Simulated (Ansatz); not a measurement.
TaN: energy less free atoms and pressure against volume per atom

Results calculated with Ansatz 0.2.0, not measured. Periodic Kohn-Sham DFT of a crystal at fixed atoms; pressure and stress are positive in compression; the energy is the free energy less that of spherical unpolarised free atoms; site moments are those in the method's own spheres, positive along +z.

Cell of the first row (space group Fm-3m, No. 225):
```
CELL_PARAMETERS angstrom
0.00000 2.13450 2.13450
2.13450 0.00000 2.13450
2.13450 2.13450 0.00000
ATOMIC_POSITIONS crystal
Ta 0.50000 0.50000 0.50000
N 0.00000 0.00000 0.00000
```

Settings of every row: method all-electron LAPW; functional PBEsol; relativity scalar; k mesh 9x9x9; filling fermi-dirac; smearing width 0.02 eV; basis error target 0.5 meV/atom; nucleus gaussian.

Atom start moment: 0 on all atoms.

Limits: no spin-orbit coupling on heavy atoms.

```
row  volume per atom (Å³)  energy less free atoms (eV/atom)  pressure (GPa)
  1                 9.725                          -10.5163          30.675
  2                  9.73                          -10.5173          30.419
  3                 9.932                          -10.5496          20.933
  4                10.139                          -10.5708          12.177
  5                10.243                          -10.5774           8.136
  6                10.346                          -10.5814           4.305
  7                10.449                           -10.583           0.672
  8                10.553                          -10.5823          -2.773
  9                 10.76                                 ?               ?
 10                10.967                           -10.559         -14.853
```

Question: what energy less free atoms and pressure should row 9 give?

Worked fit of energy less free atoms. Take u = (V_r/V)^(2/3) − 1 with V_r = 10.243 Å³ an atom, which is twice the finite (Eulerian) strain; such expansions in the strain, on which the Birch-Murnaghan equation of state is built, carry the rest volume and the bulk modulus. The shown rows have u = 0.0352, 0.03485, 0.02077, 0.00683, 0, -0.00665, -0.01319, -0.01968, -0.04451. Least squares give energy less free atoms = −10.57741 + 0.7777 × u + 27.008 × u² + 5.5 × u³ eV/atom; a parabola predicts inner rows, each left out in turn, worse (root mean square 8.5e-05 against 4.2e-05 eV/atom). All shown rows lie on it to the printed digit. Its lowest point lies at u = -0.0145, or V = 10.47 Å³ an atom, and the curvature there gives the bulk modulus at fixed shape and fractions, B = (4/9)(1 + u)² E″(u)/V = 354 GPa. The withheld row has u = -0.03229, so the fit gives −10.57741 + 0.7777 × (-0.03229) + 27.008 × (-0.03229)² + 5.5 × (-0.03229)³ = -10.5745 eV/atom.

The calculation gave -10.5745 eV/atom. The fit meets it to the printed digit.

Worked fit of pressure. Take u = (V_r/V)^(2/3) − 1 with V_r = 10.243 Å³ an atom, which is twice the finite (Eulerian) strain; such expansions in the strain, on which the Birch-Murnaghan equation of state is built, carry the rest volume and the bulk modulus. The shown rows have u = 0.0352, 0.03485, 0.02077, 0.00683, 0, -0.00665, -0.01319, -0.01968, -0.04451. Least squares give pressure = 8.1246 + 585.382 × u + 1557.92 × u² GPa; a straight line predicts inner rows, each left out in turn, worse (root mean square 0.97 against 0.017 GPa). The rows lie off it by 0.015, 0.002, -0.022, -0.018, 0.011, 0.004, -0.002, 0.019, -0.009 (root mean square 0.013 GPa). The pressure vanishes at u = -0.0144, or V = 10.47 Å³ an atom, and there the bulk modulus at fixed shape and fractions is B = −V dP/dV = (2/3)(1 + u) dP/du = 355 GPa. The withheld row has u = -0.03229, so the fit gives 8.1246 + 585.382 × (-0.03229) + 1557.92 × (-0.03229)² = -9.153 GPa.

The calculation gave -9.135 GPa. The fit lies 0.018 GPa (0.04 % of the column's range) below it; its largest miss of a shown row is 0.022 GPa.
